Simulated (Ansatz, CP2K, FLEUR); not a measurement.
**One calculation of TiNi, 3 ways**

```
Ni Ti
1.0
     2.73580    0.00000    0.00000
     0.00000    2.73580    0.00000
     0.00000    0.00000    3.58141
Ni Ti
1 1
Cartesian
  0.0000 0.0000 0.0000
  1.3679 1.3679 1.7907
```

The cell comes from a database or a generator and needn't be the stable form of this composition.

Alike in all runs: task band structure; functional LDA; k mesh 10 × 10 × 8; occupations fermi-dirac, width 0.05 eV; collinear spin, ferromagnetic start; no spin-orbit coupling. LDA stands for any of its common fits. Pressure is positive in compression and, in plane waves, holds the error of the finite cutoff.

| program and potentials | plane-wave cutoff (eV) | notes | pressure (GPa) | net moment per atom (μB) |
| --- | --- | --- | --- | --- |
| Ansatz, all-electron LAPW, scalar-relativistic | - | - | -11.89 | 0.00 |
| FLEUR, all-electron, FLAPW | - | - | - | 0.00 |
| CP2K, GTH_POTENTIALS Ni GTH-PADE-q18, Ti GTH-PADE-q12; TZVP-MOLOPT-SR-GTH basis | - | atomic basis | -12.56 | 0.00 |

The pressure spans -12.56 (CP2K, GTH_POTENTIALS Ni GTH-PADE-q18, Ti GTH-PADE-q12; TZVP-MOLOPT-SR-GTH basis) to -11.89 GPa (Ansatz, all-electron LAPW, scalar-relativistic), with all-electron results at -11.89. All agree on the net moment per atom. The cell lies far from this level's equilibrium. The state is the one that the start led to, which needn't be the lowest. Rows in atomic bases carry the error of their basis and grid, which can be large.

Differences between rows come from potentials, basis sets and numerical settings, since the functional is the same but for its coding. Runs on potential files found faulty are left out.
